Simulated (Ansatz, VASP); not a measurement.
## Two plane-wave programs on BN

```
B N
1.0
     2.50164    0.00000    0.00000
    -1.25082    2.16648    0.00000
     0.00000    0.00000    7.36932
B N
2 2
Cartesian
  1.2508 0.7222 5.5270
  0.0000 1.4443 1.8423
  0.0000 0.0000 5.5270
  0.0000 0.0000 1.8423
```

The cell is a database's computed one.

Alike in both runs: task electric field gradients; functional PBE; k mesh 14 × 14 × 4; occupations fermi-dirac, width 0.02 eV; no spin polarisation.

|  | VASP | Ansatz |
| --- | --- | --- |
| version | VASP 6.6.1 | Ansatz 0.2.0 |
| potentials or method | VASP PAW PBE potentials, release 64 (B, N) | plane-wave PAW, scalar-relativistic |
| plane-wave cutoff (eV) | 520 | 420 |
| valence electrons in the cell | 16 | 16 |

Ansatz gave:

- gap on the k mesh at the Fermi level (eV): 3.91
- pressure (GPa): 3.1
- largest component of the traceless stress (GPa): 1.46
- Vzz of the field gradient on the site that differs most (V/Å²): 27.9

Question: What did VASP give for the same quantities?

Answer: gap on the k mesh at the Fermi level (eV): 3.90; pressure (GPa): 3.2; largest component of the traceless stress (GPa): 1.66; Vzz of the field gradient on the site that differs most (V/Å²): 34.8.

Caveats: this functional lacks dispersion, which binds the layers, so the pressure and a relaxed spacing across them are unreliable. A k mesh can miss the band edges.
